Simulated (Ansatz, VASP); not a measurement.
**One calculation of SiC, two programs**

The input INCAR:

```
SYSTEM = SiC
PREC = Accurate
ENCUT = 520
EDIFF = 1E-8
ISMEAR = -1
SIGMA = 0.08
LREAL = .FALSE.
LASPH = .TRUE.
NELM = 100
ALGO = Normal
ISIF = 2
LWAVE = .FALSE.
LCHARG = .FALSE.
GGA = PS
LEFG = .TRUE.
NBANDS = 16
```

The input KPOINTS:

```
Automatic mesh
0
G
  15 15 8
  0 0 0
```

The input POSCAR:

```
SiC
1.0
    3.0759982064      0.0000000000      0.0000000000
   -1.5379991032      2.6638925888      0.0000000000
    0.0000000000      0.0000000000      4.9975200000
Si C
2 2
Direct
    0.3333333333      0.6666666667      0.0000000000
    0.6666666667      0.3333333333      0.5000000000
    0.3333333333      0.6666666667      0.3850000000
    0.6666666667      0.3333333333      0.8850000000
```

Input for Ansatz:

```yaml
crystal:
  lattice:
    - [3.0759982064, 0.0, 0.0]
    - [-1.5379991032, 2.6638925888, 0.0]
    - [0.0, 0.0, 4.99752]
  atoms:
    - { symbol: Si, position: [0.3333333333, 0.6666666667, 0.0] }
    - { symbol: Si, position: [0.6666666667, 0.3333333333, 0.5] }
    - { symbol: C, position: [0.3333333333, 0.6666666667, 0.385] }
    - { symbol: C, position: [0.6666666667, 0.3333333333, 0.885] }
kpoints:
  mp_grid: { grid: [15, 15, 8] }
scf:
  occupations: { method: fermi_dirac, width: 0.08 }
hamiltonian:
  xc: pbesol
  pseudopotentials: { kind: all_electron, datasets: crystal }
output:
  forces: true
  stress: true
  eigenvalues: true
  efg: { contact_densities: true }
```

Change from the starting cell: zz strain of -1 %, crystal datasets.

Alike in both runs: task electric field gradients; functional PBEsol; k mesh 15 × 15 × 8; occupations fermi-dirac, width 0.08 eV; no spin polarisation.

|  | VASP | Ansatz |
| --- | --- | --- |
| version | VASP 6.6.1 | Ansatz 0.2.0 |
| potentials or method | VASP PAW PBE potentials, release 64 (Si, C) | all-electron PAW with datasets made for the crystal, scalar-relativistic |
| plane-wave cutoff (eV) | 520 | see its input |

VASP gave:

- pressure (GPa): 2.7
- rms of the force components (eV/Å): 0.392
- Vzz of the field gradient on the site that differs most (V/Å²): 14.1

**Question.** Which values does Ansatz return?

**Answer.** Pressure (GPa): 2.3; rms of the force components (eV/Å): 0.390; Vzz of the field gradient on the site that differs most (V/Å²): 13.2.

Atom by atom the forces differ by 0.002 eV/Å (rms over components). Ansatz ran all-electron here, so the differences hold the error of VASP's frozen core and of both bases. Ansatz warned: «band_levels_unverified».

Caveats: the PAW data sets were made with another functional, which shifts forces and pressure a little (VASP); an odd mesh through Γ misses points on the zone boundary, where band edges often lie.
